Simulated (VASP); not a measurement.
Wanted: the native input for a VASP 6.6.1 run.

| Property | Result |
| --- | --- |
| Task | relaxation of cell and atoms |
| Functional | PBEsol |
| Potentials or basis | VASP PAW PBE potentials, release 64 (Al, As) |
| Cutoff | 600 eV |
| k mesh | 8 × 8 × 8 |
| Occupations | gaussian, width 0.03 eV |
| Spin | no spin polarisation |
| Further INCAR settings | ALGO = Normal; EDIFF = 1e-07; IBRION = 2; EDIFFG = -0.005; NSW = 90; ISIF = 3 |

The structure of AlAs lies in POSCAR:

```
AlAs                                    
1.0
    0.0000000000      2.8408844733      2.8408844733
    2.8408844733      0.0000000000      2.8408844733
    2.8408844733      2.8408844733     -0.0000000000
  Al              As            
     1     1
Direct
     0.0000000000000000    0.0000000000000000    0.0000000000000000
     0.2500000000000000    0.2500000000000000    0.2500000000000000
```

These files were run (other wordings do the same):

INCAR

```
SYSTEM = AlAs
PREC = Accurate ; ENCUT = 600
EDIFF = 1E-7 ; ISMEAR = 0
SIGMA = 0.03 ; LREAL = .False.
LASPH = .True. ; NELM = 80
ALGO = Normal ; ISIF = 3
LWAVE = .False. ; LCHARG = .False.
GGA = PS ; IBRION = 2
NSW = 90 ; EDIFFG = -0.005
```

KPOINTS

```
regular mesh
0
Gamma
  8 8 8
  0 0 0
```

Potentials or basis: VASP PAW PBE potentials, release 64 (Al, As).

Run with:

```console
$ cat potpaw_PBE.64/Al/POTCAR potpaw_PBE.64/As/POTCAR > POTCAR
$ mpirun -np 1 vasp_std > vasp.out
```

Results of the run:

The pressure after relaxing is 0.0 GPa. The band gap on the k mesh is 1.34 eV, indirect (least direct gap 1.89 eV).

Caveat: the relaxation stopped at its first step, so nothing moved; the PAW data sets were made with another functional, which shifts forces and pressure a little.

It took 22 s on 1 thread of AMD EPYC 7R43 64-Core Processor (Zen 3) (shared host), peak memory 0.15 GiB.
